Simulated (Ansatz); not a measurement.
# Al2O3: a trial structure relaxed, part 2 of 3

Where does this trial cell of Al2O3 go when cell and atoms are let free?

Ansatz 0.2.0; DFT PBE, scalar-relativistic, plane waves, PAW. The steps go on from the part before.

### Step 3. Coarse relaxation

input.yaml: that of step 2 with these lines changed.

```diff
@@ -39 +39,6 @@
   eigenvalues: true
+relax:
+  adjacent_minimum: "off"
+  f_tol: 0.04
+  max_steps: 70
+  cell: { stress_tol: 0.4 }
```

Launch:

```sh
$ ansatz run input.yaml --threads 1 --pin off --max-ram 2560MiB --backend cpu --events-out ev --progress --plain --runs-dir out
```

Output:

```text
Warning: RAYON_NUM_THREADS=1 ignored (pool sized by the plan → 1); use --threads N
Engine: ansatz 0.2.0, x86_64-unknown-linux-gnu
Pseudopotentials: kind: paw
Pseudopotential: Al, paw, valence charge 3, recommended cutoff 420 eV (normal), Al.paw.azcp
Pseudopotential: O, paw, valence charge 6, recommended cutoff 420 eV (normal), O.paw.azcp
Functional definition: PBE
  parameter kappa = 0.804
  parameter beta = 0.06672455060314922
  exchange = pbe_x(kappa = kappa, mu = beta*pi^2/3)
  correlation = pbe_c(beta = beta)
Crystal: 20 atoms, lattice volume = 857.540 Å³
Basis set: ecut = 420 eV, 16763 PW (Γ), exchange–correlation on 144×144×144 points (8 copies of the dense FFT grid, shifted against one another)
Bands: 68, of which v1, the nominal top of the filled ones, is band 48 counted from 1 (47 counted from 0)
Symmetry: 16 space group operations
Space group: I41/amd (ITA 141), of the structure as read, at distance tolerance 9.5e-5 Å
k-points: 4 of 8
Non-local potential: Al, projectors of the file, l = 0: 2, l = 1: 2, l = 2: 1
Non-local potential: O, projectors of the file, l = 0: 2, l = 1: 2, l = 2: 1
PAW form: soft (Blöchl's): semilocal exchange-correlation on the pseudo side does not see the compensation charge
PAW one-centre angular grid: Al, 110 points (default); XC on 64 Gauss nodes
PAW one-centre angular grid: O, 110 points (default); XC on 64 Gauss nodes
Initial density: superposition of atomic densities (neutral atoms: chi_scale 0, normalization atom), corrected by the library's trained network
Initial wavefunctions: pseudopotential atomic-orbital guess
Functional: x = pbe(κ = 0.804, μ = 0.2195149727645171), c = pbe(β = 0.06672455060314922)
SCF iter   1: F=—  HF=-11113.442677 eV  |F-HF|=—  |Δ(HF+E_count)|=         —  Δρ=4.44e-3  dr2=1.51e-1  ethr=1.77e-3  ⟨swp⟩=7.5  Hψ=1349  notcnv=0  defer=10
preconditioner: auto → Resta (q_TF=auto, 1.894 Å⁻¹)  ε∞=2.2  [insulator: Δε(μ)=1.115 eV  Ē_g=11.128 eV  σ=0.100 eV  W_gap=1.00  n_scr=98 (ndim 8)  ℏωp=12.4 eV  f_vac=0.598  D(μ)=0.00/eV (n_scr^D=0)  ε∞_Penn≈2.2  vacuum switching on, ρ_ref=9.0e-3 e/Å³]
SCF iter   2: F=—  HF=-11113.438632 eV  |F-HF|=—  |Δ(HF+E_count)|=   4.05e-3  Δρ=2.92e-3  dr2=4.32e-2  ethr=1.57e-4  ⟨swp⟩=2.0  Hψ=482  notcnv=0  defer=47
SCF iter   3: F=—  HF=-11113.437604 eV  |F-HF|=—  |Δ(HF+E_count)|=   1.03e-3  Δρ=1.09e-3  dr2=8.34e-3  ethr=4.50e-5  ⟨swp⟩=2.0  Hψ=367  notcnv=0  defer=47
SCF iter   4: F=—  HF=-11113.439935 eV  |F-HF|=—  |Δ(HF+E_count)|=   2.33e-3  Δρ=4.94e-4  dr2=1.71e-3  ethr=8.69e-6  ⟨swp⟩=2.2  Hψ=256  notcnv=0  defer=47
SCF iter   5: F=—  HF=-11113.440617 eV  |F-HF|=—  |Δ(HF+E_count)|=   6.81e-4  Δρ=1.58e-4  dr2=1.64e-4  ethr=1.78e-6  ⟨swp⟩=2.0  Hψ=368  notcnv=0  defer=47
SCF iter   6: F=—  HF=-11113.440663 eV  |F-HF|=—  |Δ(HF+E_count)|=   4.63e-5  Δρ=2.18e-5  dr2=5.18e-6  ethr=1.71e-7  ⟨swp⟩=2.0  Hψ=362  notcnv=0  defer=47
SCF iter   7: F=—  HF=-11113.441273 eV  |F-HF|=—  |Δ(HF+E_count)|=   6.10e-4  Δρ=1.01e-5  dr2=3.83e-7  ethr=5.39e-9  ⟨swp⟩=2.0  Hψ=464  notcnv=0  defer=48
SCF iter   8: F=-11113.441273 eV  HF=-11113.441273 eV  |F-HF|=9.74e-9  |Δ(HF+E_count)|=   6.41e-8  Δρ=3.79e-6  dr2=5.06e-8  ethr=1.04e-10  ⟨swp⟩=13.8  Hψ=1506  notcnv=0
SCF 1 converged in 8 iterations: F = -11113.441273 eV  dr2 = 5.06e-8
relax step   1: F+E_penalty+E_count = -11113.44127303 eV  Δ(F+E_penalty+E_count) = +0.000e0 eV  max|allowed force component| = 2.969e0 eV/Å  Δτ_max = 0.0000 Å  P = +8.260 GPa  Ω = 857.540 Å³  (8 SCF iters, dr2 threshold 1.00e-7 eV, accepted)
Crystal: 20 atoms, lattice volume = 956.464 Å³
Basis set: ecut = 420 eV, 18691 PW (Γ), exchange–correlation on 144×144×144 points (8 copies of the dense FFT grid, shifted against one another)
Initial density: handed on by an earlier stage of this run
Initial wavefunctions: those handed on with the density
iter 1 solved again at ethr=1.62e-3 eV; its pass at ethr=3.10e-3 eV (dr2=1.56e0 eV) is discarded
SCF iter   1: F=—  HF=-11120.602766 eV  |F-HF|=—  |Δ(HF+E_count)|=         —  Δρ=1.03e-2  dr2=1.54e0  ethr=1.62e-3  ⟨swp⟩=3.5  Hψ=1289  notcnv=0
preconditioner: auto → Resta (q_TF=auto, 1.860 Å⁻¹)  ε∞=2.1  [insulator: Δε(μ)=1.754 eV  Ē_g=11.254 eV  σ=0.100 eV  W_gap=1.00  n_scr=102 (ndim 8)  ℏωp=11.8 eV  f_vac=0.649  D(μ)=0.00/eV (n_scr^D=0)  ε∞_Penn≈2.1  vacuum switching on, ρ_ref=9.2e-3 e/Å³]
SCF iter   2: F=—  HF=-11120.431774 eV  |F-HF|=—  |Δ(HF+E_count)|=   1.71e-1  Δρ=6.15e-3  dr2=2.64e-1  ethr=1.60e-3  ⟨swp⟩=2.8  Hψ=503  notcnv=0
SCF iter   3: F=—  HF=-11120.421227 eV  |F-HF|=—  |Δ(HF+E_count)|=   1.05e-2  Δρ=2.01e-3  dr2=8.79e-2  ethr=2.75e-4  ⟨swp⟩=2.0  Hψ=496  notcnv=0
SCF iter   4: F=—  HF=-11120.416151 eV  |F-HF|=—  |Δ(HF+E_count)|=   5.08e-3  Δρ=7.61e-4  dr2=5.35e-3  ethr=9.16e-5  ⟨swp⟩=3.8  Hψ=531  notcnv=0  defer=12
SCF iter   5: F=—  HF=-11120.415753 eV  |F-HF|=—  |Δ(HF+E_count)|=   3.99e-4  Δρ=4.04e-4  dr2=1.27e-3  ethr=5.58e-6  ⟨swp⟩=2.0  Hψ=448  notcnv=0  defer=13
SCF iter   6: F=—  HF=-11120.411919 eV  |F-HF|=—  |Δ(HF+E_count)|=   3.83e-3  Δρ=1.15e-4  dr2=1.13e-4  ethr=1.32e-6  ⟨swp⟩=2.0  Hψ=328  notcnv=0  defer=13
SCF iter   7: F=-11120.411948 eV  HF=-11120.411947 eV  |F-HF|=8.75e-7  |Δ(HF+E_count)|=   2.79e-5  Δρ=1.34e-5  dr2=1.57e-6  ethr=2.08e-9  ⟨swp⟩=13.0  Hψ=1635  notcnv=0
SCF 2 converged in 7 iterations: F = -11120.411948 eV  dr2 = 1.57e-6
relax step   2: F+E_penalty+E_count = -11120.41194812 eV  Δ(F+E_penalty+E_count) = -6.971e0 eV  max|allowed force component| = 2.055e0 eV/Å  Δτ_max = 0.1249 Å  P = +3.259 GPa  Ω = 956.464 Å³  energy of the carried Pulay correction = -9.338e-2 eV  (7 SCF iters, dr2 threshold 2.00e-6 eV, accepted)
Crystal: 20 atoms, lattice volume = 1036.295 Å³
Basis set: ecut = 420 eV, 20235 PW (Γ), exchange–correlation on 144×144×144 points (8 copies of the dense FFT grid, shifted against one another)
iter 1 solved again at ethr=1.29e-3 eV; its pass at ethr=3.10e-3 eV (dr2=1.24e0 eV) is discarded
SCF iter   1: F=—  HF=-11125.560517 eV  |F-HF|=—  |Δ(HF+E_count)|=         —  Δρ=8.50e-3  dr2=1.24e0  ethr=1.29e-3  ⟨swp⟩=2.0  Hψ=1505  notcnv=0
preconditioner: auto → Resta (q_TF=auto, 1.835 Å⁻¹)  ε∞=1.9  [insulator: Δε(μ)=3.065 eV  Ē_g=11.811 eV  σ=0.100 eV  W_gap=1.00  n_scr=102 (ndim 8)  ℏωp=11.3 eV  f_vac=0.660  D(μ)=0.00/eV (n_scr^D=0)  ε∞_Penn≈1.9  vacuum switching on, ρ_ref=1.0e-2 e/Å³]
SCF iter   2: F=—  HF=-11125.520482 eV  |F-HF|=—  |Δ(HF+E_count)|=   4.00e-2  Δρ=4.46e-3  dr2=2.48e-1  ethr=1.29e-3  ⟨swp⟩=2.5  Hψ=500  notcnv=0
SCF iter   3: F=—  HF=-11125.645374 eV  |F-HF|=—  |Δ(HF+E_count)|=   1.25e-1  Δρ=2.94e-3  dr2=1.02e-1  ethr=2.58e-4  ⟨swp⟩=3.0  Hψ=558  notcnv=0
SCF iter   4: F=—  HF=-11125.634321 eV  |F-HF|=—  |Δ(HF+E_count)|=   1.11e-2  Δρ=6.05e-4  dr2=4.40e-3  ethr=1.07e-4  ⟨swp⟩=2.0  Hψ=489  notcnv=0  defer=54
SCF iter   5: F=—  HF=-11125.636034 eV  |F-HF|=—  |Δ(HF+E_count)|=   1.71e-3  Δρ=3.05e-4  dr2=8.28e-4  ethr=4.58e-6  ⟨swp⟩=2.0  Hψ=388  notcnv=0  defer=54
SCF iter   6: F=—  HF=-11125.637753 eV  |F-HF|=—  |Δ(HF+E_count)|=   1.72e-3  Δρ=6.78e-5  dr2=2.67e-5  ethr=8.62e-7  ⟨swp⟩=2.0  Hψ=350  notcnv=0  defer=54
SCF iter   7: F=-11125.637775 eV  HF=-11125.637775 eV  |F-HF|=2.92e-7  |Δ(HF+E_count)|=   2.18e-5  Δρ=1.12e-5  dr2=8.41e-7  ethr=2.08e-9  ⟨swp⟩=13.2  Hψ=1687  notcnv=0
SCF 3 converged in 7 iterations: F = -11125.637775 eV  dr2 = 8.41e-7
relax step   3: F+E_penalty+E_count = -11125.63777487 eV  Δ(F+E_penalty+E_count) = -5.226e0 eV  max|allowed force component| = 1.086e0 eV/Å  Δτ_max = 0.1950 Å  P = -0.033 GPa  Ω = 1036.295 Å³  energy of the carried Pulay correction = -1.617e-1 eV  (7 SCF iters, dr2 threshold 2.00e-6 eV, accepted)
[... 12 lines left out ...]
relax step   4: F+E_penalty+E_count = -11126.77849093 eV  Δ(F+E_penalty+E_count) = -1.141e0 eV  max|allowed force component| = 5.594e-1 eV/Å  Δτ_max = 0.0805 Å  P = -0.018 GPa  Ω = 996.475 Å³  energy of the carried Pulay correction = -1.283e-1 eV  (7 SCF iters, dr2 threshold 2.00e-6 eV, accepted)
[... 12 lines left out ...]
relax step   5: F+E_penalty+E_count = -11127.09545614 eV  Δ(F+E_penalty+E_count) = -3.170e-1 eV  max|allowed force component| = 1.134e-1 eV/Å  Δτ_max = 0.0693 Å  P = -0.036 GPa  Ω = 983.499 Å³  energy of the carried Pulay correction = -1.172e-1 eV  (7 SCF iters, dr2 threshold 2.00e-6 eV, accepted)
[... 11 lines left out ...]
relax step   6: F+E_penalty+E_count = -11127.08642435 eV  Δ(F+E_penalty+E_count) = +9.032e-3 eV  max|allowed force component| = 2.017e-2 eV/Å  Δτ_max = 0.0124 Å  P = -0.020 GPa  Ω = 996.792 Å³  energy of the carried Pulay correction = -1.286e-1 eV  (6 SCF iters, dr2 threshold 8.03e-7 eV, accepted)
[... 12 lines left out ...]
relax step   7: F+E_penalty+E_count = -11127.47611896 eV  Δ(F+E_penalty+E_count) = -3.897e-1 eV  max|allowed force component| = 2.369e-2 eV/Å  Δτ_max = 0.0000 Å  P = +0.523 GPa  Ω = 996.792 Å³  stress off target by 6.87e-1 GPa  SCF on the basis re-selected at this cell (its energy is not comparable with the rows above)  (7 SCF iters)
[... 12 lines left out ...]
relax step   8: F+E_penalty+E_count = -11127.49417723 eV  Δ(F+E_penalty+E_count) = -1.806e-2 eV  max|allowed force component| = 3.107e-2 eV/Å  Δτ_max = 0.0137 Å  P = +0.022 GPa  Ω = 1009.627 Å³  energy of the carried Pulay correction = -1.198e-2 eV  (6 SCF iters, dr2 threshold 1.18e-6 eV, accepted)
iter 1 solved again at ethr=2.04e-7 eV; its pass at ethr=3.10e-3 eV (dr2=1.95e-4 eV) is discarded
SCF iter   1: F=—  HF=-11127.503675 eV  |F-HF|=—  |Δ(HF+E_count)|=         —  Δρ=7.56e-5  dr2=6.07e-6  ethr=2.04e-7  ⟨swp⟩=3.0  Hψ=2118  notcnv=0
preconditioner: auto → Resta (q_TF=auto, 1.843 Å⁻¹)  ε∞=1.9  [insulator: Δε(μ)=3.695 eV  Ē_g=12.075 eV  σ=0.100 eV  W_gap=1.00  n_scr=102 (ndim 8)  ℏωp=11.5 eV  f_vac=0.626  D(μ)=0.00/eV (n_scr^D=0)  ε∞_Penn≈1.9  vacuum switching on, ρ_ref=1.1e-2 e/Å³]
SCF iter   2: F=—  HF=-11127.505888 eV  |F-HF|=—  |Δ(HF+E_count)|=   2.21e-3  Δρ=3.65e-5  dr2=2.01e-6  ethr=6.32e-9  ⟨swp⟩=2.0  Hψ=464  notcnv=0
SCF iter   3: F=—  HF=-11127.506581 eV  |F-HF|=—  |Δ(HF+E_count)|=   6.92e-4  Δρ=1.68e-5  dr2=2.83e-7  ethr=2.10e-9  ⟨swp⟩=2.0  Hψ=416  notcnv=0
SCF iter   4: F=—  HF=-11127.506789 eV  |F-HF|=—  |Δ(HF+E_count)|=   2.08e-4  Δρ=1.02e-6  dr2=8.14e-9  ethr=1.33e-11  ⟨swp⟩=9.2  Hψ=1585  notcnv=0
SCF iter   5: F=-11127.506789 eV  HF=-11127.506789 eV  |F-HF|=3.06e-9  |Δ(HF+E_count)|=   1.08e-7  Δρ=8.59e-7  dr2=6.03e-9  ethr=8.48e-12  ⟨swp⟩=2.0  Hψ=877  notcnv=0
SCF 9 converged in 5 iterations: F = -11127.506789 eV  dr2 = 6.03e-9
relax step   9: F+E_penalty+E_count = -11127.50678914 eV  Δ(F+E_penalty+E_count) = -1.261e-2 eV  max|allowed force component| = 3.104e-2 eV/Å  Δτ_max = 0.0000 Å  P = +0.027 GPa  Ω = 1009.627 Å³  stress off target by 3.13e-2 GPa  SCF on the basis re-selected at this cell (its energy is not comparable with the rows above)  (5 SCF iters)
basis re-selected at this cell: Δ(F+E_penalty+E_count) = -1.261e-2 eV, ΔP = +0.005 GPa vs the last step (what re-selecting the basis moved, of the pressure what is left beyond the Pulay correction that the steps carried, after the strain that the cell walked since its last selection, with what the two solves' SCF thresholds leave and, on support functions, any second-order correction that the steps lacked; it is no measure of the basis error at this ecutwfc). This SCF's stress stands 3.13e-2 GPa from its target on what of the cell is left free (relax.cell.stress_tol is 4.00e-1 GPa) and its largest allowed force component is 3.10e-2 eV/Å (relax.f_tol is 4.00e-2 eV/Å): within both
SCF converged after 5 iterations
Free energy (F): -11127.506789 eV
Harris-Foulkes:  -11127.506789 eV  (|F-HF|=3.06e-9)
Internal energy: -11127.506789 eV  (E = F + TS)
E sigma→0 (E₀):  -11127.506789 eV
Fermi energy:    -2.141832 eV
--- Per-component energies (eV) ---
  E_band       = -928.903784
  E_kinetic    = 2311.107354
  E_local      = -12601.238145  (includes V_loc(G=0)·N_el)
  E_nonlocal   = 658.989212
  E_hartree    = 5264.617294
  E_xc         = -1203.045492
  E_vxc        = -1359.123512  (∫ρ·V_xc dr)
  E_paw        = -5645.390341  (= ΣΔE_a)
  E_vpaw       = -467.905886  (= ΣTr[D̂ρ^β])
  E_aug_tail   = 0.030312  (compensation charges beyond the density's cutoff)
  E_ewald      = 87.423016
  E_smearing   = -0.000000  (= −TS)
  E_closure    = 0.000000  (closes the sum)
  Σ components = -11127.506789   (vs F -11127.506789, Δ=0.00e0)
--- Forces (eV/Å), atoms counted from 1 ---
  atom   1  Al     0.00000000     0.03104354    -0.01257666
  atom   2  Al     0.00000000    -0.03104354    -0.01257666
  atom   3  Al    -0.03104354     0.00000000    -0.01257666
  atom   4  Al     0.03104354    -0.00000000    -0.01257666
  atom   5  Al     0.00000000     0.03104354     0.01257666
  atom   6  Al    -0.00000000    -0.03104354     0.01257666
  atom   7  Al     0.03104354    -0.00000000     0.01257666
  atom   8  Al    -0.03104354     0.00000000     0.01257666
  atom   9  O      0.00000000     0.00000000     0.00000000
  atom  10  O      0.01613444     0.01613444     0.00000000
  atom  11  O     -0.01613444     0.01613444    -0.00000000
  atom  12  O      0.00000000     0.00000000     0.00000000
  atom  13  O      0.01613444    -0.01613444     0.00000000
  atom  14  O     -0.01613444    -0.01613444     0.00000000
  atom  15  O     -0.01613444     0.01613444    -0.00000000
  atom  16  O     -0.01613444    -0.01613444     0.00000000
  atom  17  O     -0.00000000     0.00000000    -0.00000000
  atom  18  O      0.01613444     0.01613444     0.00000000
  atom  19  O      0.01613444    -0.01613444     0.00000000
  atom  20  O      0.00000000     0.00000000    -0.00000000
  max |Σ_I F_I| component: 6.94e-18 eV/Å
--- Stress (GPa, compression-positive) ---
        0.031343      -0.000000       0.000000
       -0.000000       0.031343       0.000000
       -0.000000      -0.000000       0.019553
  P = ⅓ Tr σ = 0.0274 GPa (0.274 kbar)
--- Band table (eV) ---
  k-point 0: bands = ["-20.9072", "-20.6840", "-20.6606", "-20.6606", "-20.4414", "-20.3959", "-20.3959", "-20.1791", "-20.1541", "-20.1541", "-20.1158", "-20.1135", "-9.5880", "-8.9498", "-8.9498", "-8.5526", "-8.1638", "-7.9118", "-7.9118", "-7.2861", "-7.1207", "-7.1207", "-7.0761", "-6.9332", "-6.1470", "-6.1399", "-6.0628", "-5.7911", "-5.7406", "-5.7406", "-5.3663", "-5.3627", "-5.3184", "-5.3184", "-5.1330", "-5.1330", "-5.0388", "-5.0388", "-4.9850", "-4.9850", "-4.9760", "-4.9753", "-4.8141", "-4.5362", "-4.5324", "-4.5324", "-4.3566", "-3.9868", "-0.2968", "0.9256", "1.0838", "1.0838", "1.9913", "2.1605", "2.3350", "2.3642", "2.4243", "2.4915", "2.4915", "2.7692", "2.7692", "2.7775", "2.9224", "2.9224", "2.9760", "3.7683", "3.7795", "3.7795"]
  k-point 1: bands = ["-20.8411", "-20.8411", "-20.5926", "-20.5926", "-20.4852", "-20.4852", "-20.2335", "-20.2335", "-20.1643", "-20.1643", "-20.1146", "-20.1146", "-9.3591", "-9.3591", "-8.6936", "-8.6936", "-8.1499", "-8.1499", "-7.3743", "-7.3743", "-7.1955", "-7.1955", "-7.0007", "-7.0007", "-6.1454", "-6.1454", "-5.9946", "-5.9946", "-5.6153", "-5.6153", "-5.4633", "-5.4633", "-5.2557", "-5.2557", "-5.1365", "-5.1365", "-5.1184", "-5.1184", "-5.0073", "-5.0073", "-4.8212", "-4.8212", "-4.7952", "-4.7952", "-4.5535", "-4.5535", "-4.1153", "-4.1153", "0.0907", "0.0907", "1.4320", "1.4320", "1.8722", "1.8722", "2.2247", "2.2247", "2.3370", "2.3370", "2.7064", "2.7064", "2.9172", "2.9172", "3.2848", "3.2848", "3.3517", "3.3517", "3.7137", "3.7137"]
  k-point 2: bands = ["-20.8749", "-20.7840", "-20.6608", "-20.5666", "-20.5170", "-20.3954", "-20.3123", "-20.1999", "-20.1680", "-20.1544", "-20.1152", "-20.1141", "-9.4718", "-9.1355", "-8.9404", "-8.5921", "-8.2241", "-7.9519", "-7.6170", "-7.2489", "-7.1664", "-7.1309", "-7.0694", "-6.9984", "-6.1510", "-6.1469", "-6.0302", "-5.9126", "-5.7309", "-5.5834", "-5.4995", "-5.3387", "-5.2848", "-5.2078", "-5.2066", "-5.1815", "-5.1052", "-5.0769", "-5.0041", "-5.0029", "-4.8620", "-4.8619", "-4.7714", "-4.7361", "-4.5707", "-4.5348", "-4.2016", "-4.0423", "0.0662", "0.5022", "1.1989", "1.4169", "1.4920", "1.9516", "2.0161", "2.0685", "2.2823", "2.4353", "2.4686", "2.6344", "2.8973", "2.9155", "3.0649", "3.2877", "3.4552", "3.5750", "3.8324", "4.2189"]
  k-point 3: bands = ["-20.8237", "-20.8237", "-20.6610", "-20.6610", "-20.3949", "-20.3949", "-20.2823", "-20.2823", "-20.1547", "-20.1547", "-20.1146", "-20.1146", "-9.2513", "-9.2513", "-8.9306", "-8.9306", "-7.9873", "-7.9873", "-7.3656", "-7.3656", "-7.1898", "-7.1898", "-7.0401", "-7.0401", "-6.1592", "-6.1592", "-5.9483", "-5.9483", "-5.7155", "-5.7155", "-5.3662", "-5.3662", "-5.2306", "-5.2306", "-5.1445", "-5.1445", "-5.1407", "-5.1407", "-5.0723", "-5.0723", "-4.7800", "-4.7800", "-4.7624", "-4.7624", "-4.6131", "-4.6131", "-4.1020", "-4.1020", "0.2222", "0.2222", "0.9541", "0.9541", "2.1601", "2.1601", "2.3030", "2.3030", "2.5602", "2.5602", "2.8139", "2.8139", "2.8312", "2.8312", "3.0281", "3.0281", "3.5003", "3.5003", "3.7454", "3.7454"]
--- Relaxed structure (7 steps of the walk, 7 accepted, 2 SCFs on fresh bases) ---
  F+E_penalty+E_count = -11127.50678914 eV   max|allowed force component| = 3.104e-2 eV/Å   (the final SCF, on the basis selected at the relaxed cell)
  cell:  # Å, volume = 1009.6266 Å³
    - [-7.471066823277841, 7.471066823277841, 4.522052164421733]
    - [7.471066823277841, -7.471066823277841, 4.522052164421733]
    - [7.471066823277841, 7.471066823277841, -4.522052164421733]
  atoms:
    - { symbol: Al, position: [0.8927084665053958, 0.04201582512483912, 0.8506926413805567] }
    - { symbol: Al, position: [0.1913231837442823, 0.04201582512483917, 0.14930735861944308] }
    - { symbol: Al, position: [0.7920158251248391, 0.4413231837442823, 0.6493073586194431] }
    - { symbol: Al, position: [0.792015825124839, 0.14270846650539606, 0.3506926413805569] }
    - { symbol: Al, position: [0.5586768162557176, 0.20798417487516083, 0.35069264138055684] }
    - { symbol: Al, position: [0.8572915334946042, 0.20798417487516088, 0.6493073586194431] }
    - { symbol: Al, position: [0.9579841748751607, 0.8086768162557176, 0.8506926413805569] }
    - { symbol: Al, position: [0.957984174875161, 0.10729153349460413, 0.14930735861944316] }
    - { symbol: O, position: [0.875, 0.125, 0.75] }
    - { symbol: O, position: [0.9019488280126726, 0.9019488280126726, 0.8038976560253455] }
    - { symbol: O, position: [0.9019488280126726, 0.09805117198732721, 0.0] }
    - { symbol: O, position: [0.375, 0.12499999999999999, 0.24999999999999997] }
    - { symbol: O, position: [0.09805117198732721, 0.9019488280126726, 0.0] }
    - { symbol: O, position: [0.0980511719873272, 0.0980511719873272, 0.1961023439746544] }
    - { symbol: O, position: [0.6519488280126727, 0.3480511719873272, 0.49999999999999994] }
    - { symbol: O, position: [0.8480511719873272, 0.34805117198732716, 0.6961023439746542] }
    - { symbol: O, position: [0.875, 0.625, 0.75] }
    - { symbol: O, position: [0.6519488280126727, 0.15194882801267284, 0.3038976560253456] }
    - { symbol: O, position: [0.8480511719873269, 0.1519488280126728, 0.4999999999999997] }
    - { symbol: O, position: [0.875, 0.12500000000000006, 0.25] }
```

It took 46 s on 1 thread of AMD EPYC 9R45 (Zen 5), shared host; peak memory 1.1 GiB.

Step by step:

```csv
step,energy from step 1 (eV/cell),largest force component (eV/Å),pressure (GPa),volume (Å³)
1,0.0000,2.9688,8.26,857.54
2,-6.9707,2.0548,3.26,956.46
3,-12.1965,1.0856,-0.03,1036.30
4,-13.3372,0.5594,-0.02,996.48
5,-13.6542,0.1134,-0.04,983.50
6,-13.6452,0.0202,-0.02,996.79
7,-14.0348,0.0237,0.52,996.79
8,-14.0529,0.0311,0.02,1009.63
9,-14.0655,0.0310,0.03,1009.63
```

Step 1 is the start. Steps 7, 9 each repeat the geometry before them on a plane-wave basis chosen anew, so the energy can jump there without any move. The walk judges its steps with a correction for the finite basis (Pulay term) that this column leaves out, so accepted steps can climb here and lower ones be refused.

Lengths and angles in the start's conventional setting:

|  | before | after | change |
| --- | --- | --- | --- |
| a (Å) | 13.706 | 14.942 | +9.0 % |
| b (Å) | 13.706 | 14.942 | +9.0 % |
| c (Å) | 9.130 | 9.044 | -0.9 % |
| volume (Å³/atom) | 42.88 | 50.48 | +17.7 % |
| shortest distance (Å) | 1.614 | 1.681 | +4.2 % |
| space group (0.01 Å) | I4_1/amd | I4_1/amd | same |

Forces and stress were held to the start's 16 operations: a distortion of lower symmetry was not tested.

(Part 2 of 3 ends here.)
